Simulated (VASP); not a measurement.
# SiC (Imm2) in VASP: further runs, part 2 of 3

VASP 6.6.1. Earlier steps stand in the parts before.

## (3) Band structure, PBE, non-collinear spin, zero start, spin-orbit coupling

The input, INCAR:

```
PREC     = Accurate       # precision mode
ENCUT    = 520            # plane-wave cutoff, eV
EDIFF    = 1E-6           # SCF threshold, eV
ISMEAR   = 0              # smearing method
SIGMA    = 0.02           # smearing width, eV
LREAL    = F              # projectors in reciprocal space
LASPH    = T              # aspherical terms in the spheres
NELM     = 100            # most SCF steps
ALGO     = Normal         # electronic algorithm
ISIF     = 2              # what is computed and relaxed
LWAVE    = F              # write WAVECAR
LCHARG   = F              # write CHGCAR
LNONCOLLINEAR= T              # non-collinear magnetism
MAGMOM   = 0 0 0 0 0 0 0 0 0 0 0 0 # initial moments
LORBIT   = 11             # projections on sites
LSORBIT  = T              # spin-orbit coupling
GGA_COMPAT= F            
GGA      = PE             # functional
KPAR     = 4
```

The input, KPOINTS:

```
Automatic mesh
0
Gamma
  8 6 8
```

The input, POSCAR:

```
SiC                                     
1.0
    3.0787381452      0.0000000000      0.0000000000
    0.0000000000      4.3539932400      0.0000000000
    0.0000000000      0.0000000000      3.1361165087
  Si              C             
     2     2
Direct
     0.0000000000000000    0.0000000000000000    0.0000000000000000
     0.5000000000000000    0.5000000000000000    0.5000000000000000
     0.0000000000000000    0.2500000000000000    0.5000000000000000
     0.5000000000000000    0.7500000000000000    1.0000000000000000
```

The input, KPOINTS_OPT:

```
path GXMGZRAZ,XR,MA
10
line-mode
reciprocal
 0.0000000000  0.0000000000  0.0000000000  G
 0.0000000000  0.0000000000 -0.5000000000  X

 0.0000000000  0.0000000000 -0.5000000000  X
-0.5000000000  0.0000000000 -0.5000000000  M

-0.5000000000  0.0000000000 -0.5000000000  M
 0.0000000000  0.0000000000  0.0000000000  G

 0.0000000000  0.0000000000  0.0000000000  G
 0.0000000000 -0.5000000000  0.0000000000  Z

 0.0000000000 -0.5000000000  0.0000000000  Z
 0.0000000000 -0.5000000000 -0.5000000000  R

 0.0000000000 -0.5000000000 -0.5000000000  R
-0.5000000000 -0.5000000000 -0.5000000000  A

-0.5000000000 -0.5000000000 -0.5000000000  A
 0.0000000000 -0.5000000000  0.0000000000  Z

 0.0000000000  0.0000000000 -0.5000000000  X
 0.0000000000 -0.5000000000 -0.5000000000  R

-0.5000000000  0.0000000000 -0.5000000000  M
-0.5000000000 -0.5000000000 -0.5000000000  A
```

Potentials or basis: VASP PAW PBE potentials, release 64 (Si, C).

Command:

```sh
cat potpaw_PBE.64/Si/POTCAR potpaw_PBE.64/C/POTCAR > POTCAR
mpirun -np 4 vasp_ncl > vasp.out
```

OUTCAR:

```text
PREC = Accurate
   ENCUT = 520
   EDIFF = 1E-6
   ISMEAR = 0
   LREAL = F
   LASPH = T
   NELM = 100
   ISIF = 2
   LNONCOLLINEAR = T
   LORBIT = 11
   LSORBIT = T
   GGA = PE

 ion  position               nearest neighbor table
   1  0.000  0.000  0.000-   4 1.89   4 1.89   3 1.91   3 1.91   2 3.09   2 3.09   2 3.09   2 3.09
                             2 3.09   2 3.09   2 3.09   2 3.09
   2  0.500  0.500  0.500-   3 1.89   3 1.89   4 1.91   4 1.91   1 3.09   1 3.09   1 3.09   1 3.09
                             1 3.09   1 3.09   1 3.09   1 3.09
   3  0.000  0.250  0.500-   2 1.89   2 1.89   1 1.91   1 1.91
   4  0.500  0.750  0.000-   1 1.89   1 1.89   2 1.91   2 1.91

  LATTYP: Found a simple orthorhombic cell.
 ALAT       =     3.0787381452
 B/A-ratio  =     1.0186369742
 C/A-ratio  =     1.4142135624

  Lattice vectors:

 A1 = (  -3.0787381452,   0.0000000000,   0.0000000000)
 A2 = (   0.0000000000,   0.0000000000,   3.1361165087)
 A3 = (   0.0000000000,   4.3539932400,   0.0000000000)

Analysis of symmetry for initial positions (statically):
=====================================================================
 Subroutine PRICEL returns following result:

  LATTYP: Found a body centered orthorhombic cell.
 ALAT       =     3.0787381452
 B/A-ratio  =     1.0186369742
 C/A-ratio  =     1.4142135624
[... 12 lines left out ...]
 Subroutine GETGRP returns: Found  4 space group operations
 (whereof  4 operations were pure point group operations)
 out of a pool of  8 trial point group operations.

The static configuration has the point symmetry C_2v.

Analysis of symmetry for dynamics (positions and initial velocities):
=====================================================================
 Subroutine PRICEL returns following result:

  LATTYP: Found a body centered orthorhombic cell.
 ALAT       =     3.0787381452
 B/A-ratio  =     1.0186369742
 C/A-ratio  =     1.4142135624
[... 12 lines left out ...]
 Subroutine GETGRP returns: Found  4 space group operations
 (whereof  4 operations were pure point group operations)
 out of a pool of  8 trial point group operations.

The dynamic configuration has the point symmetry C_2v.

Analysis of structural, dynamic, and magnetic symmetry:
=====================================================================
 Subroutine PRICEL returns following result:

  LATTYP: Found a body centered orthorhombic cell.
 ALAT       =     3.0787381452
 B/A-ratio  =     1.0186369742
 C/A-ratio  =     1.4142135624
[... 12 lines left out ...]
 Subroutine GETGRP returns: Found  4 space group operations
 (whereof  4 operations were pure point group operations)
 out of a pool of  8 trial point group operations.

The overall configuration has the point symmetry C_2v.

 Subroutine INISYM returns: Found  4 space group operations
 (whereof  4 operations are pure point group operations),
 and found     2 'primitive' translations

----------------------------------------------------------------------------------------

[... 142 lines left out ...]
  free energy    TOTEN  =       -30.10793408 eV

  energy without entropy =      -30.10793408  energy(sigma->0) =      -30.10793408

 E-fermi :   8.0560     XC(G=0): -11.2877

 val. band max:        7.9721571552   @ k =   0.0000   0.0000   0.0000
 cond. band min:       9.2352452680   @ k =   0.0000   0.0000   0.0000
 fundamental gap:      1.2630881127
 Fermi energy:         8.0560271645

 k-point     1 :       0.0000    0.0000    0.0000
  band No.  band energies     occupation
      1      -7.3494      1.00000
      2      -7.3494      1.00000
      3      -2.3621      1.00000
      4      -2.3621      1.00000
      5       0.2631      1.00000
      6       0.2631      1.00000
[... 637 lines left out ...]
     23      14.8907      0.00000
     24      14.8907      0.00000

 [... further k-points ...]

------------------------ aborting loop because EDIFF is reached ----------------------------------------

  FORCE on cell =-STRESS in cart. coord.  units (eV):
  Direction    XX          YY          ZZ          XY          YZ          ZX
  --------------------------------------------------------------------------------------
  -------------------------------------------------------------------------------------
  Total        1.0323322      0.3534133     -1.4978956      0.0000000      0.0000000      0.0000000
  in kB       39.3438975     13.4691685    -57.0872893      0.0000000      0.0000000      0.0000000
  external PRESSURE =      -1.4247411 kB  Pullay stress =       0.0000000 kB

 VOLUME and BASIS-vectors are now :
 -----------------------------------------------------------------------------
  energy-cutoff  :      520.00
  volume of cell :       42.04
      direct lattice vectors                 reciprocal lattice vectors
     3.078738145  0.000000000  0.000000000     0.324808396  0.000000000  0.000000000
     0.000000000  4.353993240  0.000000000     0.000000000  0.229674220  0.000000000
     0.000000000  0.000000000  3.136116509     0.000000000  0.000000000  0.318865705

 POSITION                                       TOTAL-FORCE (eV/Angst)
 -----------------------------------------------------------------------------------
      0.00000      0.00000      0.00000        -0.000000      0.138925     -0.000000
      1.53937      2.17700      1.56806        -0.000000      0.138925      0.000000
      0.00000      1.08850      1.56806        -0.000000     -0.138925     -0.000000
      1.53937      3.26549      0.00000         0.000000     -0.138925     -0.000000
 -----------------------------------------------------------------------------------
    total drift:                                0.000000     -0.000206      0.000000

  FREE ENERGIE OF THE ION-ELECTRON SYSTEM (eV)
  ---------------------------------------------------
  free  energy   TOTEN  =       -30.1079340772 eV

  energy  without entropy=      -30.1079340772  energy(sigma->0) =      -30.10793408

 Spin-Orbit-Coupling matrix elements

 Ion:    1  E_soc:     -0.0002717
 l=   1
     0.0000000    -0.0000450    -0.0000455
    -0.0000450     0.0000000    -0.0000453
    -0.0000455    -0.0000453     0.0000000
 l=   2
     0.0000000     0.0000000     0.0000000     0.0000000     0.0000000
     0.0000000     0.0000000     0.0000000     0.0000000     0.0000000
     0.0000000     0.0000000     0.0000000     0.0000000     0.0000000
     0.0000000     0.0000000     0.0000000     0.0000000     0.0000000
     0.0000000     0.0000000     0.0000000     0.0000000     0.0000000
 l=   3
     0.0000000     0.0000000     0.0000000     0.0000000     0.0000000     0.0000000     0.0000000
     0.0000000     0.0000000     0.0000000     0.0000000     0.0000000     0.0000000     0.0000000
     0.0000000     0.0000000     0.0000000     0.0000000     0.0000000     0.0000000     0.0000000
     0.0000000     0.0000000     0.0000000     0.0000000     0.0000000     0.0000000     0.0000000
[... 49 lines left out ...]
 l=   2
     0.0000000     0.0000000     0.0000000     0.0000000     0.0000000
     0.0000000     0.0000000     0.0000000     0.0000000     0.0000000
     0.0000000     0.0000000     0.0000000     0.0000000     0.0000000
     0.0000000     0.0000000     0.0000000     0.0000000     0.0000000
     0.0000000     0.0000000     0.0000000     0.0000000     0.0000000
 l=   3
     0.0000000     0.0000000     0.0000000     0.0000000     0.0000000     0.0000000     0.0000000
     0.0000000     0.0000000     0.0000000     0.0000000     0.0000000     0.0000000     0.0000000
     0.0000000     0.0000000     0.0000000     0.0000000     0.0000000     0.0000000     0.0000000
     0.0000000     0.0000000     0.0000000     0.0000000     0.0000000     0.0000000     0.0000000
     0.0000000     0.0000000     0.0000000     0.0000000     0.0000000     0.0000000     0.0000000
     0.0000000     0.0000000     0.0000000     0.0000000     0.0000000     0.0000000     0.0000000
     0.0000000     0.0000000     0.0000000     0.0000000     0.0000000     0.0000000     0.0000000

 total charge

# of ion       s       p       d       tot
------------------------------------------
    1        0.706   0.960   0.000   1.667
    2        0.706   0.960   0.000   1.667
    3        0.836   1.694   0.000   2.530
    4        0.836   1.694   0.000   2.530
--------------------------------------------------
tot          3.084   5.309   0.000   8.393

 magnetization (x)

# of ion       s       p       d       tot
------------------------------------------
    1        0.000   0.000   0.000   0.000
    2        0.000   0.000   0.000   0.000
    3        0.000   0.000   0.000   0.000
    4        0.000   0.000   0.000   0.000
--------------------------------------------------
tot          0.000   0.000   0.000   0.000

 magnetization (y)

# of ion       s       p       d       tot
------------------------------------------
    1        0.000   0.000   0.000   0.000
    2        0.000   0.000   0.000   0.000
    3        0.000   0.000   0.000   0.000
    4        0.000   0.000   0.000   0.000
--------------------------------------------------
tot          0.000   0.000   0.000   0.000

 magnetization (z)

# of ion       s       p       d       tot
------------------------------------------
    1       -0.000   0.000   0.000  -0.000
    2       -0.000   0.000   0.000  -0.000
    3        0.000   0.000   0.000   0.000
    4        0.000   0.000   0.000   0.000
--------------------------------------------------
tot          0.000   0.000   0.000   0.000
```

It took 34 s on 4 MPI ranks of Intel Xeon 6975P-C (Granite Rapids), shared host; peak memory 0.48 GiB.

What came out:

* Free energy: -30.1079 eV
* Pressure: -0.1 GPa
* Largest force: 0.139 eV/Å
* Net moment: 0.00 μB per cell
* Valence electrons inside the program's atomic spheres: Si 1.67; C 2.53

Forces on the atoms (eV/Å):
```
Si   0.000  0.139  0.000
Si   0.000  0.139  0.000
C    0.000 -0.139  0.000
C    0.000 -0.139  0.000
```

Stress tensor (GPa, compression positive):
```
 3.93  0.00  0.00
 0.00  1.35  0.00
 0.00  0.00 -5.71
```

Moments on the atoms (μB; x, y, z):
```
Si  0.00 0.00 0.00
Si  0.00 0.00 0.00
C   0.00 0.00 0.00
C   0.00 0.00 0.00
```

## (4) Band structure, HSE06

POSCAR is that of step 3.

The input, INCAR.step1:

```
PREC     = Accurate       # precision mode
ENCUT    = 520            # plane-wave cutoff, eV
EDIFF    = 1E-5           # SCF threshold, eV
ISMEAR   = 0              # smearing method
SIGMA    = 0.02           # smearing width, eV
LREAL    = F              # projectors in reciprocal space
LASPH    = T              # aspherical terms in the spheres
NELM     = 100            # most SCF steps
ALGO     = Normal         # electronic algorithm
ISIF     = 2              # what is computed and relaxed
LWAVE    = T              # write WAVECAR
LCHARG   = F              # write CHGCAR
GGA      = PE             # functional
KPAR     = 4
```

The input, INCAR.step2:

```
PREC     = Accurate       # precision mode
ENCUT    = 520            # plane-wave cutoff, eV
EDIFF    = 1E-6           # SCF threshold, eV
ISMEAR   = 0              # smearing method
SIGMA    = 0.02           # smearing width, eV
LREAL    = F              # projectors in reciprocal space
LASPH    = T              # aspherical terms in the spheres
NELM     = 100            # most SCF steps
ALGO     = Normal         # electronic algorithm
ISIF     = 2              # what is computed and relaxed
LWAVE    = F              # write WAVECAR
LCHARG   = F              # write CHGCAR
GGA      = PE             # functional
LHFCALC  = T              # exact exchange
HFSCREEN = 0.2            # screening, 1/A
PRECFOCK = Fast         
ISTART   = 1            
KPAR     = 4
```

The input, KPOINTS:

```
Automatic mesh
0
Gamma
  7 5 7
```

KPOINTS_OPT, as its differences from that of step 3:

```diff
@@ -1,3 +1,3 @@
 path GXMGZRAZ,XR,MA
-10
+8
 line-mode
```

Command:

```sh
cat potpaw_PBE.64/Si/POTCAR potpaw_PBE.64/C/POTCAR > POTCAR
cp INCAR.step1 INCAR
mpirun -np 4 vasp_std > vasp.out
cp INCAR.step2 INCAR
mpirun -np 4 vasp_std > vasp.out
```

Run time: 9.3 min. Hardware: 4 MPI ranks of Intel Xeon 6975P-C (Granite Rapids), shared host; peak memory 0.33 GiB.

The run converged. Its results:

| Quantity | Value |
| --- | --- |
| Free energy | -34.8934 eV |
| Pressure | -5.2 GPa |
| Largest force | 0.132 eV/Å |
| Band gap on the k mesh | 2.15 eV |
| Band gap along the path | 2.15 eV |

Forces in eV/Å, atoms in the order of the input:
```
Si   0.000  0.132  0.000
Si   0.000  0.132  0.000
C    0.000 -0.132  0.000
C    0.000 -0.132  0.000
```

Stress tensor (GPa, compression positive):
```
 -1.01   0.00   0.00
  0.00  -3.61   0.00
  0.00   0.00 -10.98
```

Levels at the corners of the path, in eV from the valence-band top:
| point | band 4 | band 5 | band 6 | band 7 | band 8 | band 9 | band 10 | band 11 | band 12 |
| --- | --- | --- | --- | --- | --- | --- | --- | --- | --- |
| Γ | -3.72 | -3.43 | -0.10 | -0.02 | 0.00 | 2.15 | 5.20 | 7.24 | 8.27 |
| X | -6.48 | -4.70 | -4.70 | -1.33 | -1.33 | 6.64 | 6.64 | 10.23 | 10.29 |
| X | -6.48 | -4.70 | -4.70 | -1.33 | -1.33 | 6.64 | 6.64 | 10.23 | 10.28 |
| M | -8.57 | -3.48 | -3.48 | -3.46 | -3.46 | 2.25 | 2.25 | 5.34 | 5.34 |
| M | -8.57 | -3.48 | -3.48 | -3.46 | -3.46 | 2.25 | 2.25 | 5.34 | 5.34 |
| Γ | -3.72 | -3.43 | -0.10 | -0.02 | 0.00 | 2.15 | 5.20 | 7.24 | 8.25 |
| Γ | -3.72 | -3.43 | -0.10 | -0.02 | 0.00 | 2.15 | 5.20 | 7.24 | 8.26 |
| Z | -3.67 | -2.30 | -2.30 | -2.07 | -2.07 | 5.02 | 5.02 | 7.41 | 7.41 |
| Z | -3.67 | -2.30 | -2.30 | -2.07 | -2.07 | 5.02 | 5.02 | 7.41 | 7.41 |
| R | -9.32 | -1.20 | -1.20 | -1.08 | -1.08 | 6.60 | 6.60 | 8.43 | 8.49 |
| R | -9.32 | -1.20 | -1.20 | -1.08 | -1.08 | 6.60 | 6.60 | 8.44 | 8.48 |
| A | -7.73 | -5.42 | -5.42 | -5.04 | -5.04 | 6.38 | 6.38 | 10.91 | 10.95 |
| A | -7.73 | -5.42 | -5.42 | -5.04 | -5.04 | 6.38 | 6.38 | 10.92 | 10.97 |
| Z | -3.67 | -2.30 | -2.30 | -2.07 | -2.07 | 5.02 | 5.02 | 7.41 | 7.41 |
| X | -6.48 | -4.70 | -4.70 | -1.33 | -1.33 | 6.64 | 6.64 | 10.23 | 10.28 |
| R | -9.32 | -1.20 | -1.20 | -1.08 | -1.08 | 6.60 | 6.60 | 8.43 | 8.49 |
| M | -8.57 | -3.48 | -3.48 | -3.46 | -3.46 | 2.25 | 2.25 | 5.34 | 5.34 |
| A | -7.73 | -5.42 | -5.42 | -5.04 | -5.04 | 6.38 | 6.38 | 10.92 | 10.97 |

Caveat: the PAW data sets were made with another functional, which shifts forces and pressure a little.

(Part 2 of 3 ends here.)
